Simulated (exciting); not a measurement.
An input for exciting (release sodium) (Pr):

File input.xml:

```xml
<input>
  <title>Pr</title>
  <structure speciespath="./" tshift="false">
    <crystal scale="6.6745380595">
      <basevect>-0.604278412369 0.604278412369 0.519321866174</basevect>
      <basevect>0.604278412369 -0.604278412369 0.519321866174</basevect>
      <basevect>0.604278412369 0.604278412369 -0.519321866174</basevect>
    </crystal>
    <species speciesfile="Pr.xml" rmt="1.95">
      <atom coord="0.000000000000 0.000000000000 0.000000000000" bfcmt="0 0 -8"/>
    </species>
  </structure>
  <groundstate do="fromscratch" ngridk="7 7 7" rgkmax="7" gmaxvr="14" lmaxapw="10" lmaxmat="10" lmaxvr="6" xctype="LDA_PZ" stype="Fermi Dirac" swidth="0.00183747" nempty="22" ValenceRelativity="iora*" epsengy="1e-05" epspot="1e-05" maxscl="90" outputlevel="normal">
    <spin reducebf="0.5"/>
  </groundstate>
  <properties>
    <bandstructure>
      <plot1d>
        <path steps="120">
          <point coord="0 0 0" label="G"/>
          <point coord="0 0 0.5" label="X"/>
          <point coord="-0.5 0.5 0.5" label="M"/>
          <point coord="0 0 0" label="G"/>
          <point coord="0.4346456445 0.4346456445 -0.4346456445" label="Z"/>
          <point coord="0.25 0.25 0.25" label="P"/>
          <point coord="0 0.5 0" label="N"/>
          <point coord="-0.4346456445 0.5653543555 0.4346456445" label="Z1"/>
          <point coord="-0.5 0.5 0.5" label="M" breakafter="true"/>
          <point coord="0 0 0.5" label="X"/>
          <point coord="0.25 0.25 0.25" label="P"/>
        </path>
      </plot1d>
    </bandstructure>
  </properties>
</input>
```

Potentials or basis: all-electron LAPW+lo, shipped species files, valence relativity iora*.

Command:

```sh
$ OMP_NUM_THREADS=1 exciting_smp
```

Question: How does this run end?

Answer: The run stopped without a result. It printed:

Output:

```text
Error(init0): requested spin-polarised run with spin-unpolarised
 exchange-correlation functional
```
